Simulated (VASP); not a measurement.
Ti: relaxation of cell and atoms with LDA

The system is Ti.

```
CELL_PARAMETERS angstrom
2.93573 0.00000 0.00000
-1.46787 2.54242 0.00000
0.00000 0.00000 4.64086
ATOMIC_POSITIONS crystal
Ti 0.33333 0.66667 0.25000
Ti 0.66667 0.33333 0.75000
```

```yaml
Program: VASP 6.6.1
Task: relaxation of cell and atoms
Functional: LDA
Potentials_or_basis: VASP PAW LDA potentials, release 64 (Ti_sv)
Cutoff: 600 eV
k_mesh: 18 × 18 × 10
Occupations: gaussian, width 0.1 eV
Spin: no spin polarisation
Further_INCAR_settings: ALGO = Normal; EDIFF = 1e-07; IBRION = 2; EDIFFG = -0.005; NSW = 90; ISIF = 3
```

| Item | Value |
| --- | --- |
| Relaxed volume | 16.08 Å³/atom |
| Relaxed cell | a = 2.863 Å, b = 2.863 Å, c = 4.532 Å, α = 90.00°, β = 90.00°, γ = 120.00° |
| Space group after relaxing (to 0.05 Å) | P6_3/mmc (No. 194) |
| Energy gained by relaxing | 33.5 meV/atom |
| Ionic steps | 7 |
| Pressure after relaxing | 0.0 GPa |
| Band gap on the k mesh | none (metal or under the smearing width) |

The path:
```csv
step,energy change (eV),largest force (eV/Å),pressure (GPa),volume (Å³)
1,0.0000,0.0000,-8.20,34.64
2,-0.0248,0.0000,7.90,30.38
3,-0.0670,0.0000,-0.07,32.18
4,-0.0670,0.0000,0.13,32.13
5,-0.0670,0.0000,-0.08,32.18
6,-0.0670,0.0000,-0.06,32.18
7,-0.0670,0.0000,-0.02,32.17
```

Final structure:
```xyz
2
Lattice="2.8628 0.0000 0.0000 -1.4314 2.4792 0.0000 0.0000 0.0000 4.5323" Properties=species:S:1:pos:R:3 pbc="T T T"
Ti    0.0000    1.6528    1.1331
Ti    1.4314    0.8264    3.3992
```

Levels at points of the mesh, in eV from the Fermi level:
```tsv
k point	band 8	band 9	band 10	band 11	band 12	band 13	band 14	band 15	band 16
(0.00, 0.00, 0.00)	-32.16	-6.30	-2.88	0.78	0.78	0.92	1.11	1.33	1.33
(0.50, 0.00, 0.00)	-32.26	-2.43	-2.40	-2.06	-0.46	0.44	0.68	1.28	3.65
(0.00, 0.00, 0.50)	-32.23	-4.34	-4.34	0.08	0.08	0.67	0.67	0.67	0.67
(0.50, 0.00, 0.50)	-32.37	-2.75	-2.75	-0.92	-0.92	1.62	1.62	1.83	1.83
```

Wall time 7.7 min on 1 thread of Intel(R) Xeon(R) Platinum 8375C CPU @ 2.90GHz (Ice Lake) (shared host), peak memory 0.25 GiB.
